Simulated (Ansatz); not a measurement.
# ZnS (Wurtzite-6H) (P6_3mc) in Ansatz: settings compared, part 2 of 2

Ansatz 0.2.0. The steps go on from the part before.

### Step 4. Single point, PBE

Input file input.yaml:

```yaml
crystal:
  lattice:
    - [3.812, 0.0, 0.0]
    - [-1.906, 3.3012888392, 0.0]
    - [0.0, 0.0, 18.68999]
  atoms:
    - { symbol: Zn, position: [0.3333333333, 0.6666666667, 0.83333] }
    - { symbol: Zn, position: [0.6666666667, 0.3333333333, 0.33333] }
    - { symbol: Zn, position: [0.6666666667, 0.3333333333, 0.66667] }
    - { symbol: Zn, position: [0.3333333333, 0.6666666667, 0.16667] }
    - { symbol: Zn, position: [0.0, 0.0, 0.5] }
    - { symbol: Zn, position: [0.0, 0.0, 0.0] }
    - { symbol: S, position: [0.3333333333, 0.6666666667, 0.95833] }
    - { symbol: S, position: [0.6666666667, 0.3333333333, 0.45833] }
    - { symbol: S, position: [0.6666666667, 0.3333333333, 0.79167] }
    - { symbol: S, position: [0.3333333333, 0.6666666667, 0.29167] }
    - { symbol: S, position: [0.0, 0.0, 0.625] }
    - { symbol: S, position: [0.0, 0.0, 0.125] }
hamiltonian:
  xc: pbe
  pseudopotentials: { kind: paw }
kpoints:
  mp_grid: { grid: [8, 8, 2] }
scf:
  occupations: { method: fermi_dirac, width: 0.05 }
basis:
  ecutwfc: "250 eV"
output:
  forces: true
  stress: true
  eigenvalues: true
```

Potentials or basis: Ansatz PAW.

Launch:

```console
ansatz run input.yaml --threads 2 --pin off --max-ram 5120MiB --backend cpu --events-out ev --progress --plain --runs-dir out
```

The program printed:

```text
Warning: basis.ecutwfc = 250 eV is below the records' recommended 420 eV, and the density's cutoff is lower with it unless basis.ecutrho_ratio is high enough to keep the records' density cutoff: compare with a run at a higher cutoff
Warning: RAYON_NUM_THREADS=2 ignored (pool sized by the plan → 2); use --threads N
Engine: ansatz 0.2.0, aarch64-unknown-linux-gnu
Pseudopotentials: kind: paw
Pseudopotential: Zn, paw, valence charge 12, recommended cutoff 420 eV (normal), Zn.paw.azcp
Pseudopotential: S, paw, valence charge 6, recommended cutoff 420 eV (normal), S.paw.azcp
Functional definition: PBE
  parameter kappa = 0.804
  parameter beta = 0.06672455060314922
  exchange = pbe_x(kappa = kappa, mu = beta*pi^2/3)
  correlation = pbe_c(beta = beta)
Crystal: 12 atoms, lattice volume = 235.204 Å³
Basis set: ecut = 250 eV, 2077 PW (Γ), exchange–correlation on 40×40×200 points (8 copies of the dense FFT grid, shifted against one another)
Bands: 66, of which v1, the nominal top of the filled ones, is band 54 counted from 1 (53 counted from 0)
Symmetry: 12 space group operations
Space group: P63mc (ITA 186), of the structure as read, at distance tolerance 6.2e-5 Å
k-points: 20 of 128
Non-local potential: Zn, projectors of the file, l = 0: 2, l = 1: 2, l = 2: 3, l = 3: 1
Non-local potential: S, projectors of the file, l = 0: 2, l = 1: 2, l = 2: 2
PAW form: soft (Blöchl's): semilocal exchange-correlation on the pseudo side does not see the compensation charge
PAW one-centre angular grid: Zn, 590 points (default); XC on 64 Gauss nodes
PAW one-centre angular grid: S, 110 points (default); XC on 64 Gauss nodes
Initial density: superposition of atomic densities (neutral atoms: chi_scale 0, normalization atom), corrected by the library's trained network
Initial wavefunctions: pseudopotential atomic-orbital guess
Functional: x = pbe(κ = 0.804, μ = 0.2195149727645171), c = pbe(β = 0.06672455060314922)
SCF iter   1: F=—  HF=-25330.146916 eV  |F-HF|=—  |Δ(HF+E_count)|=         —  Δρ=1.37e-2  dr2=1.87e-1  ethr=1.77e-3  ⟨swp⟩=10.3  Hψ=5948  notcnv=0  defer=1
preconditioner: auto → Resta (q_TF=auto, 2.396 Å⁻¹)  ε∞=6.6  [insulator: Δε(μ)=2.128 eV  Ē_g=10.670 eV  σ=0.050 eV  W_gap=1.00  n_scr=68 (ndim 8)  ℏωp=25.2 eV  f_vac=0.040  D(μ)=0.00/eV (n_scr^D=0)  ε∞_Penn≈6.6]
SCF iter   2: F=—  HF=-25329.319923 eV  |F-HF|=—  |Δ(HF+E_count)|=   8.27e-1  Δρ=1.80e-2  dr2=4.55e-1  ethr=1.73e-4  ⟨swp⟩=2.1  Hψ=2747  notcnv=0  defer=102
SCF iter   3: F=—  HF=-25329.305470 eV  |F-HF|=—  |Δ(HF+E_count)|=   1.45e-2  Δρ=7.53e-3  dr2=8.90e-2  ethr=1.73e-4  ⟨swp⟩=2.0  Hψ=2333  notcnv=0  defer=102
SCF iter   4: F=—  HF=-25329.270528 eV  |F-HF|=—  |Δ(HF+E_count)|=   3.49e-2  Δρ=9.73e-4  dr2=7.26e-4  ethr=8.24e-5  ⟨swp⟩=2.9  Hψ=2331  notcnv=0  defer=42
automatic band count: iteration 4 solves 63 bands in place of 66: the levels show a gap, and the empty bands left out lie too high to hold charge; the band table lists the bands solved (type scf.n_extra_bands for more)
SCF iter   5: F=—  HF=-25329.271332 eV  |F-HF|=—  |Δ(HF+E_count)|=   8.04e-4  Δρ=1.50e-4  dr2=6.99e-5  ethr=6.72e-7  ⟨swp⟩=2.0  Hψ=1933  notcnv=0  defer=42
SCF iter   6: F=—  HF=-25329.271281 eV  |F-HF|=—  |Δ(HF+E_count)|=   5.10e-5  Δρ=5.75e-5  dr2=9.73e-6  ethr=6.47e-8  ⟨swp⟩=2.1  Hψ=2282  notcnv=0  defer=42
SCF iter   7: F=—  HF=-25329.271288 eV  |F-HF|=—  |Δ(HF+E_count)|=   6.99e-6  Δρ=4.54e-5  dr2=3.02e-6  ethr=9.01e-9  ⟨swp⟩=2.0  Hψ=2220  notcnv=0  defer=42
SCF iter   8: F=—  HF=-25329.271287 eV  |F-HF|=—  |Δ(HF+E_count)|=   3.13e-7  Δρ=8.77e-6  dr2=1.62e-7  ethr=2.80e-9  ⟨swp⟩=2.0  Hψ=2178  notcnv=0  defer=42
SCF iter   9: F=-25329.271288 eV  HF=-25329.271288 eV  |F-HF|=2.23e-8  |Δ(HF+E_count)|=   2.49e-7  Δρ=2.08e-6  dr2=1.07e-8  ethr=9.26e-11  ⟨swp⟩=9.2  Hψ=4340  notcnv=0
SCF 1 converged in 9 iterations: F = -25329.271288 eV  dr2 = 1.07e-8
SCF converged after 9 iterations
Free energy (F): -25329.271288 eV
Harris-Foulkes:  -25329.271288 eV  (|F-HF|=2.23e-8)
Internal energy: -25329.271288 eV  (E = F + TS)
E sigma→0 (E₀):  -25329.271288 eV
Fermi energy:    6.959492 eV
--- Per-component energies (eV) ---
  E_band       = -9.468971
  E_kinetic    = 1437.990207
  E_local      = -12279.685772  (includes V_loc(G=0)·N_el)
  E_nonlocal   = 3947.475446
  E_hartree    = 5157.193470
  E_xc         = -1405.037179
  E_vxc        = -835.576546  (∫ρ·V_xc dr)
  E_paw        = -14653.549864  (= ΣΔE_a)
  E_vpaw       = -2593.781505  (= ΣTr[D̂ρ^β])
  E_aug_tail   = -0.282839  (compensation charges beyond the density's cutoff)
  E_ewald      = -7533.374756
  E_smearing   = -0.000000  (= −TS)
  E_closure    = 0.000000  (closes the sum)
  Σ components = -25329.271288   (vs F -25329.271288, Δ=0.00e0)
--- Forces (eV/Å), atoms counted from 1 ---
  atom   1  Zn    -0.00000000    -0.00000000     0.00395355
  atom   2  Zn    -0.00000000     0.00000000     0.00395355
  atom   3  Zn     0.00000000    -0.00000000     0.00851320
  atom   4  Zn     0.00000000     0.00000000     0.00851320
  atom   5  Zn     0.00000000     0.00000000    -0.00207640
  atom   6  Zn     0.00000000    -0.00000000    -0.00207640
  atom   7  S     -0.00000000     0.00000000    -0.02877910
  atom   8  S      0.00000000    -0.00000000    -0.02877910
  atom   9  S      0.00000000     0.00000000    -0.00583204
  atom  10  S      0.00000000    -0.00000000    -0.00583204
  atom  11  S      0.00000000     0.00000000     0.02421655
  atom  12  S      0.00000000    -0.00000000     0.02421655
  max |Σ_I F_I| component: 8.51e-6 eV/Å
--- Stress (GPa, compression-positive) ---
        3.062716       0.000000       0.000000
       -0.000000       3.062716       0.000000
        0.000000       0.000000       3.051770
  P = ⅓ Tr σ = 3.0591 GPa (30.591 kbar)
--- Band table (eV; the first three rows and the last of 20) ---
  k-point 0: bands = ["-7.3139", "-7.1154", "-7.1075", "-6.6565", "-6.6507", "-6.3910", "-1.1826", "-1.1733", "-1.1733", "-1.1582", "-1.1582", "-1.1535", "-1.1451", "-1.1384", "-1.1384", "-1.1034", "-1.1034", "-1.0927", "-1.0927", "-1.0698", "-1.0698", "-0.9697", "-0.9570", "-0.7800", "-0.7800", "-0.7641", "-0.7641", "-0.7440", "-0.7440", "-0.7424", "-0.7424", "-0.7209", "-0.7209", "-0.7177", "-0.7177", "-0.5353", "0.5276", "1.8130", "1.8179", "4.0643", "4.0812", "4.9226", "4.9226", "5.1092", "5.1092", "5.1234", "5.1234", "5.5405", "5.5405", "5.5521", "5.5521", "5.7632", "5.7871", "5.7871", "8.0540", "9.0986", "9.1474", "9.2288", "9.2514", "9.3896", "12.1870", "12.2476", "12.2476"]
  k-point 1: bands = ["-7.2592", "-7.2592", "-6.8922", "-6.8922", "-6.4660", "-6.4660", "-1.1615", "-1.1615", "-1.1615", "-1.1615", "-1.1592", "-1.1592", "-1.1247", "-1.1247", "-1.1247", "-1.1247", "-1.0854", "-1.0854", "-1.0854", "-1.0854", "-1.0707", "-1.0707", "-0.7721", "-0.7721", "-0.7721", "-0.7721", "-0.7591", "-0.7591", "-0.7591", "-0.7591", "-0.7270", "-0.7270", "-0.7270", "-0.7270", "-0.7142", "-0.7142", "0.9415", "0.9415", "2.9051", "2.9051", "4.9708", "4.9708", "4.9708", "4.9708", "5.1842", "5.1842", "5.3234", "5.3234", "5.3234", "5.3234", "5.7228", "5.7228", "5.7228", "5.7228", "8.5280", "8.5280", "9.1618", "9.1618", "9.4248", "9.4248", "12.2438", "12.2438", "12.3349"]
  k-point 2: bands = ["-7.2095", "-7.0190", "-7.0109", "-6.5851", "-6.5759", "-6.3343", "-1.1655", "-1.1631", "-1.1539", "-1.1524", "-1.1477", "-1.1336", "-1.1215", "-1.1193", "-1.1146", "-1.0933", "-1.0827", "-1.0790", "-1.0646", "-1.0643", "-1.0444", "-0.9488", "-0.9324", "-0.7959", "-0.7812", "-0.7732", "-0.7665", "-0.7550", "-0.7522", "-0.7488", "-0.7346", "-0.7297", "-0.7243", "-0.7233", "-0.7085", "-0.5096", "0.6692", "1.8686", "1.8733", "3.8080", "3.8344", "4.1676", "4.4434", "4.4644", "4.6788", "4.8444", "4.8951", "4.9052", "5.0506", "5.1406", "5.3827", "5.3887", "5.6366", "5.6583", "8.8360", "9.6704", "9.7960", "9.8237", "9.8988", "10.0801", "11.5659", "11.6165", "11.9466"]
  k-point 19: bands = ["-6.2354", "-6.2354", "-6.1745", "-6.1745", "-6.1158", "-6.1158", "-1.0765", "-1.0765", "-1.0515", "-1.0515", "-1.0308", "-1.0308", "-1.0141", "-1.0141", "-0.9858", "-0.9858", "-0.9500", "-0.9500", "-0.8554", "-0.8554", "-0.8307", "-0.8307", "-0.8108", "-0.8108", "-0.7793", "-0.7793", "-0.7645", "-0.7645", "-0.7414", "-0.7414", "-0.5005", "-0.5005", "-0.4592", "-0.4592", "-0.3987", "-0.3987", "0.9832", "0.9832", "1.2029", "1.2029", "1.3343", "1.3343", "2.5562", "2.5562", "2.8837", "2.8837", "3.2882", "3.2882", "3.7592", "3.7592", "4.1316", "4.1316", "4.3900", "4.3900", "10.3076", "10.3076", "10.6212", "10.6212", "11.0237", "11.0237", "11.8042", "11.8042", "12.0286"]
```

Run time: 7.4 s. Hardware: 2 threads of Arm Neoverse V2, shared host; peak memory 0.4 GiB.

What came out:

```yaml
Free_energy: -25329.2713 eV
Pressure: 3.1 GPa
Largest_force: 0.029 eV/Å
Band_gap_on_the_k_mesh: 2.27 eV, direct
```

Forces in eV/Å, atoms in the order of the input:
```
Zn   0.000  0.000  0.004
Zn   0.000  0.000  0.004
Zn   0.000  0.000  0.009
Zn   0.000  0.000  0.009
Zn   0.000  0.000 -0.002
Zn   0.000  0.000 -0.002
S    0.000  0.000 -0.029
S    0.000  0.000 -0.029
S    0.000  0.000 -0.006
S    0.000  0.000 -0.006
S    0.000  0.000  0.024
S    0.000  0.000  0.024
```

Caveat: the pressure holds a Pulay correction of +31.4 GPa for the finite cutoff; the cell's inner coordinates are idealised or old, which leaves forces on the atoms; the cutoff lies under the one recommended for these potentials.

### Step 5. The runs side by side

```csv
task,level,cell,cutoff (eV),gap on the mesh (eV),pressure (GPa),relaxed volume (Å³/atom)
relaxation of cell and atoms,PBE+D4,relaxed,420,2.19,0.0,19.45
relaxation of cell and atoms,revPBE+D4,relaxed,420,2.37,0.0,19.22
single point,PBE,as given,250,2.27,3.1,-
```

Alike in all rows: potentials or basis Ansatz PAW; no spin polarisation; k mesh 8 × 8 × 2; smearing fermi-dirac 0.05 eV.

Caveats: the plane-wave basis is chosen anew once the cell has moved, so the energies of steps on either side of that aren't comparable (some runs); the PAW data sets come from PBE, with cores solved anew for the run's functional, which leaves a small shift of forces and pressure (some runs); the pressure holds a Pulay correction of +31.4 GPa for the finite cutoff (some runs); the cell's inner coordinates are idealised or old, which leaves forces on the atoms (some runs); the cutoff lies under the one recommended for these potentials (some runs).

Absolute energies hang on the potentials; compare differences alone.

### Step 6. Against experiment

Step 4. A measured gap of ZnS is 3.911 eV (direct; 4 K; a printed reference work, monograph); the calculated 2.27 eV misses it by -1.64 eV. The value is that of PBE on a finite k mesh, which can miss the band edges, without temperature or zero-point motion. Semilocal functionals fall short of measured gaps as a rule.
